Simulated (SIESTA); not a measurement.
The system is CoO.

```xyz
2
Lattice="0.0000 2.1315 2.1315 2.1315 0.0000 2.1315 2.1315 2.1315 0.0000" Properties=species:S:1:pos:R:3 pbc="T T T"
Co    0.0000    0.0000    0.0000
O     2.1315    2.1315    2.1315
```

```yaml
Program: SIESTA 5.4.2
Task: single point
Functional: PBEsol
Potentials_or_basis: PseudoDojo 0.4 standard (PBEsol files)
Basis: DZP (energy shift 0.003 Ry; two zetas on semicore shells)
Grid_cutoff: 800 Ry
Energy_shift: 0.003 Ry
k_mesh: 11 × 11 × 11
Occupations: fermi-dirac, width 0.05 eV
Spin: collinear spin, ferromagnetic start
Starting_moments: "[2.0, 0.0] μB"
```

On this cell: pressure -10.0 GPa; largest force zero by symmetry; net moment 2.98 μB per cell; site moments Co +2.60; O +0.37 μB; band gap on the k mesh none (metal or under the smearing width).

The same run follows on a disturbed copy (atoms moved at random, drawn with an rms of 0.05 Å):

```
CELL_PARAMETERS angstrom
0.00000 2.13150 2.13150
2.13150 0.00000 2.13150
2.13150 2.13150 0.00000
ATOMIC_POSITIONS crystal
Co 0.99261 0.00830 0.01507
O 0.49712 0.51716 0.49531
```

Question: What does the disturbed cell give?

Answer: The energy (extrapolated to zero smearing) moves by +0.2 meV/atom; pressure -9.8 GPa; largest force 0.019 eV/Å; net moment 2.98 μB per cell; site moments Co +2.60; O +0.38 μB; band gap on the k mesh none (metal or under the smearing width).

Forces on the atoms (eV/Å):
```
Co  -0.008 -0.013  0.011
O    0.009  0.014 -0.010
```

Stress tensor (GPa, compression positive):
```
-9.91 -0.07  0.06
-0.07 -9.78  0.08
 0.06  0.08 -9.83
```

Caveats: short orbitals over semicore shells can move pressures by several GPa; the basis of atomic orbitals isn't converged, which shifts pressures, moduli and gaps; a cell with one magnetic atom can't hold antiferromagnetic order, which such compounds often take; semilocal functionals often make such compounds metallic where correlation or magnetic order opens a gap, which also shifts bond lengths.
